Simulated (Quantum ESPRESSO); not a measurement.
# MnS (P6_3mc) in Quantum ESPRESSO: further runs

Aim: see how the results for MnS move with the level of theory and the settings. Levels: PBEsol, LDA. Tasks: band structure.

All numbers are computed with Quantum ESPRESSO 7.5; they aren't measurements. Logs are shortened: lines on timing, memory, paths and dates and some standing lists are left out, and cuts for length are marked.

### Step 1. Starting point

Symmetry: P6_3mc, No. 186, hexagonal system. The conventional cell has a = 3.954 Å, b = 3.954 Å, c = 6.343 Å, α = 90.00°, β = 90.00°, γ = 120.00°. Around Mn (site symmetry 3m) lie 4 S at 2.36 to 2.42 Å. Around S (site symmetry 3m) lie 4 Mn at 2.36 to 2.42 Å.

The cell is a database's computed one.

### Step 2. Band structure, PBEsol, collinear spin, ferromagnetic start

The input, pw.in:

```
&CONTROL
  calculation = 'scf'
  prefix = 'pwscf'
  outdir = './tmp'
  pseudo_dir = './pseudo'
  tprnfor = .true.
  tstress = .true.
  disk_io = 'low'
/
&SYSTEM
  ibrav = 0
  celldm(1) = 8
  nat = 4
  ntyp = 2
  ecutwfc = 45
  ecutrho = 360
  nbnd = 33
  occupations = 'smearing'
  smearing = 'fd'
  degauss = 0.00367493
  nspin = 2
  starting_magnetization(1) = 0.2667
  starting_magnetization(2) = 0
/
&ELECTRONS
  conv_thr = 8d-10
  electron_maxstep = 120
  mixing_beta = 0.3
/
ATOMIC_SPECIES
Mn    54.9380 mn_pbesol_v1.5.uspp.F.UPF
S     32.0600 s_pbesol_v1.4.uspp.F.UPF
CELL_PARAMETERS alat
  0.9338971997097   0.0000000000000   0.0000000000000
 -0.4669485998667   0.8087786994732   0.0000000000000
  0.0000000000000   0.0000000000000   1.4982053103669
ATOMIC_POSITIONS crystal
Mn     0.6666666667    0.3333333333    0.4988446700
Mn     0.3333333333    0.6666666667    0.9988446700
S      0.3333333333    0.6666666667    0.6261543000
S      0.6666666667    0.3333333333    0.1261543000
K_POINTS automatic
8 8 4 0 0 0
```

The input, bands.in:

```
&CONTROL
  calculation = 'bands'
  prefix = 'pwscf'
  outdir = './tmp'
  pseudo_dir = './pseudo'
  disk_io = 'low'
  verbosity = 'high'
/
&SYSTEM
  ibrav = 0
  celldm(1) = 8
  nat = 4
  ntyp = 2
  ecutwfc = 45
  ecutrho = 360
  nbnd = 33
  occupations = 'smearing'
  smearing = 'fd'
  degauss = 0.00367493
  nspin = 2
  starting_magnetization(1) = 0.2667
  starting_magnetization(2) = 0
/
&ELECTRONS
  conv_thr = 1d-08
  electron_maxstep = 120
  mixing_beta = 0.3
  diago_full_acc = .true.
  startingwfc = 'random'
/
ATOMIC_SPECIES
Mn    54.9380 mn_pbesol_v1.5.uspp.F.UPF
S     32.0600 s_pbesol_v1.4.uspp.F.UPF
CELL_PARAMETERS alat
  0.9338971997097   0.0000000000000   0.0000000000000
 -0.4669485998667   0.8087786994732   0.0000000000000
  0.0000000000000   0.0000000000000   1.4982053103669
ATOMIC_POSITIONS crystal
Mn     0.6666666667    0.3333333333    0.4988446700
Mn     0.3333333333    0.6666666667    0.9988446700
S      0.3333333333    0.6666666667    0.6261543000
S      0.6666666667    0.3333333333    0.1261543000
K_POINTS crystal
60
 0.0000000000  0.0000000000  0.0000000000 1
 0.0714285714  0.0000000000  0.0000000000 1
 0.1428571429  0.0000000000  0.0000000000 1
 0.2142857143  0.0000000000  0.0000000000 1
 0.2857142857  0.0000000000  0.0000000000 1
 0.3571428571  0.0000000000  0.0000000000 1
 0.4285714286  0.0000000000  0.0000000000 1
 0.5000000000  0.0000000000  0.0000000000 1
 0.4583333333  0.0833333333  0.0000000000 1
 0.4166666667  0.1666666667  0.0000000000 1
 0.3750000000  0.2500000000  0.0000000000 1
 0.3333333333  0.3333333333  0.0000000000 1
 0.2962962963  0.2962962963  0.0000000000 1
 0.2592592593  0.2592592593  0.0000000000 1
 0.2222222222  0.2222222222  0.0000000000 1
 0.1851851852  0.1851851852  0.0000000000 1
 0.1481481481  0.1481481481  0.0000000000 1
 0.1111111111  0.1111111111  0.0000000000 1
 0.0740740741  0.0740740741  0.0000000000 1
 0.0370370370  0.0370370370  0.0000000000 1
 0.0000000000  0.0000000000  0.0000000000 1
 0.0000000000  0.0000000000  0.1250000000 1
 0.0000000000  0.0000000000  0.2500000000 1
 0.0000000000  0.0000000000  0.3750000000 1
 0.0000000000  0.0000000000  0.5000000000 1
 0.0625000000  0.0000000000  0.5000000000 1
 0.1250000000  0.0000000000  0.5000000000 1
 0.1875000000  0.0000000000  0.5000000000 1
 0.2500000000  0.0000000000  0.5000000000 1
 0.3125000000  0.0000000000  0.5000000000 1
 0.3750000000  0.0000000000  0.5000000000 1
 0.4375000000  0.0000000000  0.5000000000 1
 0.5000000000  0.0000000000  0.5000000000 1
 0.4666666667  0.0666666667  0.5000000000 1
 0.4333333333  0.1333333333  0.5000000000 1
 0.4000000000  0.2000000000  0.5000000000 1
 0.3666666667  0.2666666667  0.5000000000 1
 0.3333333333  0.3333333333  0.5000000000 1
 0.3030303030  0.3030303030  0.5000000000 1
 0.2727272727  0.2727272727  0.5000000000 1
 0.2424242424  0.2424242424  0.5000000000 1
 0.2121212121  0.2121212121  0.5000000000 1
 0.1818181818  0.1818181818  0.5000000000 1
 0.1515151515  0.1515151515  0.5000000000 1
 0.1212121212  0.1212121212  0.5000000000 1
 0.0909090909  0.0909090909  0.5000000000 1
 0.0606060606  0.0606060606  0.5000000000 1
 0.0303030303  0.0303030303  0.5000000000 1
 0.0000000000  0.0000000000  0.5000000000 1
 0.5000000000  0.0000000000  0.5000000000 1
 0.5000000000  0.0000000000  0.4000000000 1
 0.5000000000  0.0000000000  0.3000000000 1
 0.5000000000  0.0000000000  0.2000000000 1
 0.5000000000  0.0000000000  0.1000000000 1
 0.5000000000  0.0000000000  0.0000000000 1
 0.3333333333  0.3333333333  0.0000000000 1
 0.3333333333  0.3333333333  0.1250000000 1
 0.3333333333  0.3333333333  0.2500000000 1
 0.3333333333  0.3333333333  0.3750000000 1
 0.3333333333  0.3333333333  0.5000000000 1
```

Potentials or basis: GBRV 1.5 PBEsol.

Launch:

```sh
$ OMP_NUM_THREADS=1 mpirun -n 2 pw.x -nk 2 -in pw.in > pw.out
$ OMP_NUM_THREADS=1 mpirun -n 2 pw.x -nk 2 -in bands.in > bands.out
```

pw.out:

```text
This program is part of the open-source Quantum ESPRESSO suite
     for quantum simulation of materials; please cite
[... 6 lines left out ...]
     using ibrav=0 with symmetry is DISCOURAGED, use correct ibrav instead

     K-points division:     npool     =       2
     Subspace diagonalization in iterative solution of the eigenvalue problem:
     a serial algorithm will be used

     G-vector sticks info
     --------------------
     sticks:   dense  smooth     PW     G-vecs:    dense   smooth      PW
     Sum        1393     685    199                66865    23583    3825

     Using Slab Decomposition

     bravais-lattice index     =            0
     lattice parameter (alat)  =       8.0000  a.u.
     unit-cell volume          =     579.3888 (a.u.)^3
     number of atoms/cell      =            4
     number of atomic types    =            2
     number of electrons       =        42.00
     number of Kohn-Sham states=           33
     kinetic-energy cutoff     =      45.0000  Ry
     charge density cutoff     =     360.0000  Ry
     scf convergence threshold =      8.0E-10
     mixing beta               =       0.3000
     number of iterations used =            8  plain     mixing
     Exchange-correlation= SLA  PW   PSX  PSC
                           (   1   4  10   8   0   0   0)

     celldm(1)=   8.000000  celldm(2)=   0.000000  celldm(3)=   0.000000
     celldm(4)=   0.000000  celldm(5)=   0.000000  celldm(6)=   0.000000

     crystal axes: (cart. coord. in units of alat)
               a(1) = (   0.933897   0.000000   0.000000 )
               a(2) = (  -0.466949   0.808779   0.000000 )
               a(3) = (   0.000000   0.000000   1.498205 )

     reciprocal axes: (cart. coord. in units 2 pi/alat)
               b(1) = (  1.070782  0.618216 -0.000000 )
               b(2) = (  0.000000  1.236432  0.000000 )
               b(3) = (  0.000000 -0.000000  0.667465 )

     PseudoPot. # 1 for Mn read from file:
     mn_pbesol_v1.5.uspp.F.UPF
     Pseudo is Ultrasoft + core correction, Zval = 15.0
     Generated by new atomic code, or converted to UPF format
     Using radial grid of  859 points,  6 beta functions with:
                l(1) =   0
                l(2) =   0
                l(3) =   1
                l(4) =   1
                l(5) =   2
                l(6) =   2
     Q(r) pseudized with  8 coefficients,  rinner =    0.950   0.950   0.950
                                                       0.950   0.950

     PseudoPot. # 2 for S  read from file:
     s_pbesol_v1.4.uspp.F.UPF
     Pseudo is Ultrasoft + core correction, Zval =  6.0
     Generated by new atomic code, or converted to UPF format
     Using radial grid of  907 points,  6 beta functions with:
                l(1) =   0
                l(2) =   0
                l(3) =   1
                l(4) =   1
                l(5) =   2
                l(6) =   2
     Q(r) pseudized with  8 coefficients,  rinner =    1.300   1.300   1.300
                                                       1.300   1.300

     atomic species   valence    mass     pseudopotential
     Mn               15.00    54.93800     Mn( 1.00)
     S                 6.00    32.06000     S ( 1.00)

     Starting magnetic structure
     atomic species   magnetization
     Mn              0.267
     S               0.000

     12 Sym. Ops. (no inversion) found ( 6 have fractional translation)

   Cartesian axes

     site n.     atom                  positions (alat units)
         1        Mn     tau(   1) = (   0.4669486   0.2695929   0.7473717  )
         2        Mn     tau(   2) = (  -0.0000000   0.5391858   1.4964744  )
         3        S      tau(   3) = (  -0.0000000   0.5391858   0.9381077  )
         4        S      tau(   4) = (   0.4669486   0.2695929   0.1890050  )

     number of k points=    30  Fermi-Dirac smearing, width (Ry)=  0.0037
                       cart. coord. in units 2pi/alat
        k(    1) = (   0.0000000   0.0000000   0.0000000), wk =   0.0039062
[... 45 lines left out ...]
     4.4198   4.5395   4.5757   4.6182   4.7323   4.8253   5.5835   5.6114
     6.5470   6.6827  10.5038  10.9980  12.8053  12.9754  14.1398  14.5498
    15.6090

          k = 0.0000-0.6182-0.3337 (  2940 PWs)   bands (ev):

   -74.1629 -74.1629 -43.0321 -43.0321 -43.0301 -43.0301 -43.0143 -43.0143
    -5.5913  -5.5913   1.5752   1.5752   2.9499   2.9499   3.0442   3.0442
     4.5666   4.5666   4.6146   4.6146   4.7292   4.7292   6.1533   6.1533
     6.2885   6.2885  10.5750  10.5750  12.6312  12.6312  15.0791  15.0793
    15.2765

          k = 0.1338 0.2318 0.0000 (  2946 PWs)   bands (ev):

   -74.1630 -74.1629 -43.0307 -43.0303 -43.0299 -43.0293 -43.0162 -43.0129
    -6.2054  -5.5629   1.9847   2.3467   2.6229   2.7530   2.7879   3.0066
     4.1780   4.2833   4.4567   4.6030   4.8770   5.7559   6.1060   6.6981
     7.4374   7.4764  10.1844  11.5979  12.4832  12.9441  13.9529  14.1585
    14.9951
[... 107 lines left out ...]
   -74.1629 -74.1629 -43.0318 -43.0318 -43.0309 -43.0309 -43.0143 -43.0143
    -5.5406  -5.5406   1.8336   1.8336   2.5604   2.5604   3.1949   3.1949
     4.3373   4.3373   4.7051   4.7051   4.9070   4.9070   5.4056   5.4056
     6.3845   6.3845  11.7019  11.7019  12.9191  12.9191  13.7436  13.7436
    15.8023

 ------ SPIN DOWN ----------

          k = 0.0000 0.0000 0.0000 (  2923 PWs)   bands (ev):

   -69.3572 -69.3570 -38.3257 -38.3244 -38.3244 -38.3233 -38.3233 -38.3195
    -6.0808  -5.3583   2.3135   4.2789   4.3009   4.3009   4.3152   4.3152
     8.1497   8.1497   8.4593   8.6575   8.6575   9.5927   9.7868   9.7868
    10.5977  10.8345  10.8345  11.6244  14.3831  14.3831  14.7353  15.5176
    15.7210

          k = 0.0000 0.0000 0.1669 (  2918 PWs)   bands (ev):
[... 97 lines left out ...]
   -69.3570 -69.3569 -38.3284 -38.3278 -38.3254 -38.3244 -38.3227 -38.3213
    -5.3764  -5.2082   2.3951   2.6701   3.7876   4.2222   4.2520   4.3228
     7.8643   8.0764   8.4329   8.5809   8.5931   8.7510   9.0983   9.1771
     9.6805   9.7715  11.9523  12.5709  14.1209  14.3142  15.3454  15.6251
    16.5578

          k = 0.0000-0.6182-0.3337 (  2940 PWs)   bands (ev):

   -69.3569 -69.3569 -38.3283 -38.3283 -38.3248 -38.3248 -38.3217 -38.3217
    -5.2885  -5.2885   2.3735   2.3735   4.1735   4.1735   4.2692   4.2692
     8.1861   8.1861   8.5439   8.5439   8.6631   8.6631   9.3398   9.3398
     9.3940   9.3940  12.1106  12.1106  14.1106  14.1106  16.0246  16.0248
    16.2866

          k = 0.1338 0.2318 0.0000 (  2946 PWs)   bands (ev):

   -69.3571 -69.3569 -38.3260 -38.3252 -38.3247 -38.3246 -38.3237 -38.3200
    -5.8593  -5.2611   2.6601   3.5697   3.7115   4.2326   4.2821   4.3316
     7.8456   7.9884   8.2551   8.7412   8.8588   9.3091   9.3562   9.9684
    10.3524  10.4973  11.1627  12.8904  13.6433  14.0964  14.8673  15.3118
    16.0772
[... 107 lines left out ...]
   -69.3569 -69.3569 -38.3278 -38.3278 -38.3260 -38.3260 -38.3216 -38.3216
    -5.2410  -5.2410   2.6504   2.6504   3.4740   3.4740   4.4753   4.4753
     7.9781   7.9781   8.4952   8.4952   8.8480   8.8480   9.0476   9.0476
     9.5515   9.5515  13.1443  13.1443  14.1311  14.1311  14.9006  14.9006
    16.6979

     the Fermi energy is     7.6495 ev

!    total energy              =    -470.28753913 Ry
     estimated scf accuracy    <          4.4E-10 Ry
     smearing contrib. (-TS)   =      -0.00086673 Ry
     internal energy E=F+TS    =    -470.28667240 Ry

     The total energy is F=E-TS. E is the sum of the following terms:
     one-electron contribution =    -313.55109455 Ry
     hartree contribution      =     167.89105048 Ry
     xc contribution           =     -69.62448870 Ry
     ewald contribution        =    -255.00213963 Ry

     total magnetization       =     9.84 Bohr mag/cell
     absolute magnetization    =     9.84 Bohr mag/cell

     convergence has been achieved in  12 iterations

     negative rho (up, down):  0.000E+00 6.084E-04

     Forces acting on atoms (cartesian axes, Ry/au):

     atom    1 type  1   force =     0.00000000   -0.00000000    0.01060447
     atom    2 type  1   force =     0.00000000    0.00000000    0.01060447
     atom    3 type  2   force =     0.00000000    0.00000000   -0.01060447
     atom    4 type  2   force =     0.00000000    0.00000000   -0.01060447

     Total force =     0.021209     Total SCF correction =     0.000004

     Computing stress (Cartesian axis) and pressure

     negative rho (up, down):  0.000E+00 6.084E-04
          total   stress  (Ry/bohr**3)                   (kbar)     P=       -4.60
  -0.00008639  -0.00000000   0.00000000          -12.71       -0.00        0.00
  -0.00000000  -0.00008639   0.00000000           -0.00      -12.71        0.00
   0.00000000   0.00000000   0.00007890            0.00        0.00       11.61

=------------------------------------------------------------------------------=
   JOB DONE.
=------------------------------------------------------------------------------=
```

Wall time 2.5 min (2 MPI ranks of Arm Neoverse V2, shared host); peak memory 0.46 GiB.

What came out:

* Free energy: -6398.5879 eV
* Pressure: -0.5 GPa
* Largest force: 0.273 eV/Å
* Band gap on the k mesh: none (metal or under the smearing width)
* Net moment: 9.84 μB per cell
* Absolute moment: 9.84 μB per cell
* Site moments: Mn +4.09; S +0.12 μB
* Valence electrons inside the program's atomic spheres: Mn 12.84; S 4.03

Forces in eV/Å, atoms in the order of the input:
```
Mn   0.000  0.000  0.273
Mn   0.000  0.000  0.273
S    0.000  0.000 -0.273
S    0.000  0.000 -0.273
```

Stress tensor (GPa, compression positive):
```
-1.27  0.00  0.00
 0.00 -1.27  0.00
 0.00  0.00  1.16
```

Levels at the corners of the path, in eV from the Fermi level:
Spin up:
| point | band 22 | band 23 | band 24 | band 25 | band 26 | band 27 | band 28 | band 29 | band 30 | band 31 |
| --- | --- | --- | --- | --- | --- | --- | --- | --- | --- | --- |
| Γ | -0.84 | -0.84 | 0.21 | 0.28 | 0.28 | 0.95 | 2.60 | 5.57 | 5.57 | 6.08 |
| M | -2.76 | -2.41 | -2.29 | -1.19 | -0.74 | 3.33 | 3.54 | 4.24 | 6.07 | 6.37 |
| K | -2.42 | -2.42 | -1.76 | -1.76 | -1.70 | 3.44 | 5.33 | 5.33 | 6.27 | 6.82 |
| Γ | -0.84 | -0.84 | 0.21 | 0.28 | 0.28 | 0.95 | 2.60 | 5.57 | 5.57 | 6.08 |
| A | -1.62 | -0.32 | -0.32 | -0.32 | -0.32 | 2.54 | 2.54 | 5.62 | 5.62 | 5.92 |
| L | -2.92 | -1.50 | -1.50 | -1.36 | -1.36 | 2.93 | 2.93 | 4.98 | 4.98 | 7.43 |
| H | -2.67 | -2.37 | -2.37 | -1.26 | -1.26 | 4.24 | 4.24 | 5.10 | 5.10 | 6.23 |
| A | -1.62 | -0.32 | -0.32 | -0.32 | -0.32 | 2.54 | 2.54 | 5.62 | 5.62 | 5.92 |
| L | -2.92 | -1.50 | -1.50 | -1.36 | -1.36 | 2.93 | 2.93 | 4.98 | 4.98 | 7.43 |
| M | -2.76 | -2.41 | -2.29 | -1.19 | -0.74 | 3.33 | 3.54 | 4.24 | 6.07 | 6.37 |
| K | -2.42 | -2.42 | -1.76 | -1.76 | -1.70 | 3.44 | 5.33 | 5.33 | 6.27 | 6.82 |
| H | -2.67 | -2.37 | -2.37 | -1.26 | -1.26 | 4.24 | 4.24 | 5.10 | 5.10 | 6.23 |
Spin down:
```tsv
point	band 13	band 14	band 15	band 16	band 17	band 18	band 19	band 20
Γ	-3.35	-3.35	-3.33	-3.33	0.50	0.50	0.81	1.01
M	-4.15	-3.53	-3.45	-3.30	0.04	0.23	0.72	0.91
K	-4.34	-4.01	-3.79	-3.79	0.15	0.30	0.30	0.52
Γ	-3.35	-3.35	-3.33	-3.33	0.50	0.50	0.81	1.01
A	-3.35	-3.35	-3.35	-3.35	0.83	0.83	0.83	0.83
L	-3.48	-3.48	-3.38	-3.38	0.54	0.54	0.89	0.89
H	-4.30	-4.30	-3.16	-3.16	0.30	0.30	0.85	0.85
A	-3.35	-3.35	-3.35	-3.35	0.83	0.83	0.83	0.83
L	-3.48	-3.48	-3.38	-3.38	0.54	0.54	0.89	0.89
M	-4.15	-3.53	-3.45	-3.30	0.04	0.23	0.72	0.91
K	-4.34	-4.01	-3.79	-3.79	0.15	0.30	0.30	0.52
H	-4.30	-4.30	-3.16	-3.16	0.30	0.30	0.85	0.85
```

Caveat: semilocal functionals often make such compounds metallic where correlation or magnetic order opens a gap, which also shifts bond lengths; only a ferromagnetic start was run, and an antiferromagnetic order may lie lower in energy.

### Step 3. Band structure, LDA, collinear spin, ferromagnetic start

Changes to pw.in since step 2:

```diff
@@ -30,4 +30,4 @@
 ATOMIC_SPECIES
-Mn    54.9380 mn_pbesol_v1.5.uspp.F.UPF
-S     32.0600 s_pbesol_v1.4.uspp.F.UPF
+Mn    54.9380 mn_lda_v1.5.uspp.F.UPF
+S     32.0600 s_lda_v1.4.uspp.F.UPF
 CELL_PARAMETERS alat
```

Changes to bands.in since step 2:

```diff
@@ -31,4 +31,4 @@
 ATOMIC_SPECIES
-Mn    54.9380 mn_pbesol_v1.5.uspp.F.UPF
-S     32.0600 s_pbesol_v1.4.uspp.F.UPF
+Mn    54.9380 mn_lda_v1.5.uspp.F.UPF
+S     32.0600 s_lda_v1.4.uspp.F.UPF
 CELL_PARAMETERS alat
```

Potentials or basis: GBRV 1.5 LDA.

Launch:

```sh
$ OMP_NUM_THREADS=1 mpirun -n 2 pw.x -nk 2 -in pw.in > pw.out
$ OMP_NUM_THREADS=1 mpirun -n 2 pw.x -nk 2 -in bands.in > bands.out
```

Run time: 2.5 min. Hardware: 2 MPI ranks of Arm Neoverse V2, shared host; peak memory 0.48 GiB.

It converged, with:

```yaml
Free_energy: -6402.8549 eV
Pressure: -4.1 GPa
Largest_force: 0.250 eV/Å
Band_gap_on_the_k_mesh: none (metal or under the smearing width)
Net_moment: 9.61 μB per cell
Absolute_moment: 9.61 μB per cell
Site_moments: Mn +4.00; S +0.13 μB
Valence_electrons_inside_the_program's_atomic_spheres: Mn 12.86; S 4.02
```

Forces on the atoms (eV/Å):
```
Mn   0.000  0.000  0.250
Mn   0.000  0.000  0.250
S    0.000  0.000 -0.250
S    0.000  0.000 -0.250
```

Stress tensor (GPa, compression positive):
```
-4.88  0.00  0.00
 0.00 -4.88  0.00
 0.00  0.00 -2.57
```

Levels at the corners of the path, in eV from the Fermi level:
Spin up:
```
point  band 22  band 23  band 24  band 25  band 26  band 27  band 28  band 29  band 30  band 31
    Γ    -0.61    -0.61     0.42     0.49     0.49     1.13     2.79     5.78     5.78     6.27
    M    -2.47    -2.11    -2.03    -0.94    -0.51     3.54     3.71     4.45     6.27     6.54
    K    -2.11    -2.11    -1.49    -1.49    -1.45     3.66     5.50     5.50     6.44     7.00
    Γ    -0.61    -0.61     0.42     0.49     0.49     1.13     2.79     5.78     5.78     6.27
    A    -1.35    -0.10    -0.10    -0.10    -0.10     2.71     2.71     5.80     5.80     6.12
    L    -2.61    -1.25    -1.25    -1.12    -1.12     3.13     3.13     5.18     5.18     7.59
    H    -2.35    -2.09    -2.09    -1.03    -1.03     4.44     4.44     5.30     5.30     6.40
    A    -1.35    -0.10    -0.10    -0.10    -0.10     2.71     2.71     5.80     5.80     6.12
    L    -2.61    -1.25    -1.25    -1.12    -1.12     3.13     3.13     5.18     5.18     7.59
    M    -2.47    -2.11    -2.03    -0.94    -0.51     3.54     3.71     4.45     6.27     6.54
    K    -2.11    -2.11    -1.49    -1.49    -1.45     3.66     5.50     5.50     6.44     7.00
    H    -2.35    -2.09    -2.09    -1.03    -1.03     4.44     4.44     5.30     5.30     6.40
```
Spin down:
```csv
point,band 14,band 15,band 16,band 17,band 18,band 19
Γ,-3.24,-3.21,-3.21,0.39,0.39,0.73
M,-3.40,-3.30,-3.19,-0.04,0.15,0.63
K,-3.89,-3.66,-3.66,0.07,0.22,0.22
Γ,-3.24,-3.21,-3.21,0.39,0.39,0.73
A,-3.24,-3.24,-3.24,0.71,0.71,0.71
L,-3.34,-3.25,-3.25,0.45,0.45,0.79
H,-4.18,-3.02,-3.02,0.21,0.21,0.76
A,-3.24,-3.24,-3.24,0.71,0.71,0.71
L,-3.34,-3.25,-3.25,0.45,0.45,0.79
M,-3.40,-3.30,-3.19,-0.04,0.15,0.63
K,-3.89,-3.66,-3.66,0.07,0.22,0.22
H,-4.18,-3.02,-3.02,0.21,0.21,0.76
```

Caveat: semilocal functionals often make such compounds metallic where correlation or magnetic order opens a gap, which also shifts bond lengths; only a ferromagnetic start was run, and an antiferromagnetic order may lie lower in energy.

### Step 4. For comparison

An earlier run on the cell as given: functional PBEsol; potentials or basis GBRV 1.5 PBEsol; cutoff 612 eV; density cutoff 4898 eV; k mesh 8 × 8 × 4; occupations fermi-dirac, width 0.05 eV; collinear spin, ferromagnetic start; starting moments [4.0, 4.0, 0.0, 0.0] μB.

* Pressure: -0.5 GPa
* Largest force: 0.273 eV/Å
* Band gap on the k mesh: none (metal or under the smearing width)
* Net moment: 9.84 μB per cell
* Absolute moment: 9.84 μB per cell
* Site moments: Mn +4.09; S +0.12 μB
* Valence electrons inside the program's atomic spheres: Mn 12.84; S 4.03

(Part 1 of 2 ends here.)
